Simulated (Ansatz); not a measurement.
**SiC under strain — field gradients at the nuclei**

The cell is a measured structure from the Crystallography Open Database (COD), relaxed with PBE at fixed cell and then changed (z compressed by 1 %).

```yaml
crystal:
  lattice:
    - [1.53890, -2.66750, 0.00000]
    - [1.53890, 2.66750, 0.00000]
    - [0.00000, 0.00000, 14.97068]
  atoms:
    - { symbol: Si, position: [0.16666, 0.83334, 0.85772] }
    - { symbol: Si, position: [0.83334, 0.16666, 0.35772] }
    - { symbol: Si, position: [0.50011, 0.49989, 0.52451] }
    - { symbol: Si, position: [0.49989, 0.50011, 0.02451] }
    - { symbol: Si, position: [0.83344, 0.16656, 0.69122] }
    - { symbol: Si, position: [0.16656, 0.83344, 0.19122] }
    - { symbol: C, position: [0.50018, 0.49982, 0.64981] }
    - { symbol: C, position: [0.49982, 0.50018, 0.14981] }
    - { symbol: C, position: [0.16662, 0.83338, 0.98268] }
    - { symbol: C, position: [0.83338, 0.16662, 0.48268] }
    - { symbol: C, position: [0.83340, 0.16660, 0.81619] }
    - { symbol: C, position: [0.16660, 0.83340, 0.31619] }
```

Atom numbers follow the list; atoms alike are taken as one site, whose name carries the number of the first.

Level of theory: DFT, PBE, plane waves and PAW (field gradients read without the response of the frozen cores, which leaves them typically 4 to 6 % off), scalar-relativistic, 420 eV cutoff, Γ-centred 10×10×2 k-points, Fermi–Dirac smearing 0.02 eV (Ansatz 0.2.0).

V_zz is the principal component of the electric field gradient with the largest magnitude, η = (V_xx − V_yy)/V_zz and C_Q = eQV_zz/h. Directions are in the Cartesian axes of the cell vectors above, for the atom listed; none is given where the gradient is under 0.02 or η is above 0.95.

```json
{"site": "Si1", "first atom": "1", "first shell": "4 C at 1.87–1.88 Å", "V_zz (10²¹ V/m²)": "-0.11", "η": "0.04", "direction of V_zz (x, y, z)": "0.00 0.05 1.00"}
{"site": "Si3", "first atom": "3", "first shell": "4 C at 1.88–1.89 Å", "V_zz (10²¹ V/m²)": "-0.38", "η": "0.01", "direction of V_zz (x, y, z)": "0.00 -0.01 1.00"}
{"site": "Si5", "first atom": "5", "first shell": "4 C at 1.87–1.88 Å", "V_zz (10²¹ V/m²)": "-0.065", "η": "0.07", "direction of V_zz (x, y, z)": "0.00 0.08 1.00"}
{"site": "C7", "first atom": "7", "first shell": "4 Si at 1.88 Å", "V_zz (10²¹ V/m²)": "0.069", "η": "0.20", "direction of V_zz (x, y, z)": "0.00 0.00 1.00"}
{"site": "C9", "first atom": "9", "first shell": "4 Si at 1.87–1.89 Å", "V_zz (10²¹ V/m²)": "-0.088", "η": "0.15", "direction of V_zz (x, y, z)": "0.00 0.00 1.00"}
{"site": "C11", "first atom": "11", "first shell": "4 Si at 1.87–1.88 Å", "V_zz (10²¹ V/m²)": "-0.13", "η": "0.10", "direction of V_zz (x, y, z)": "0.00 0.00 1.00"}
```

At this changed cell the PBE pressure is 6 GPa.

The run took 26 s of wall time (26 s of CPU time) and 0.53 GiB at its peak, on 1 thread of Intel Xeon Platinum 8259CL CPU @ 2.50GHz (Skylake/Cascade Lake) (x86_64; 8 cores open to the job, memory cap 3.0 GiB, no GPU), a shared host with a load of 0.4 a core.
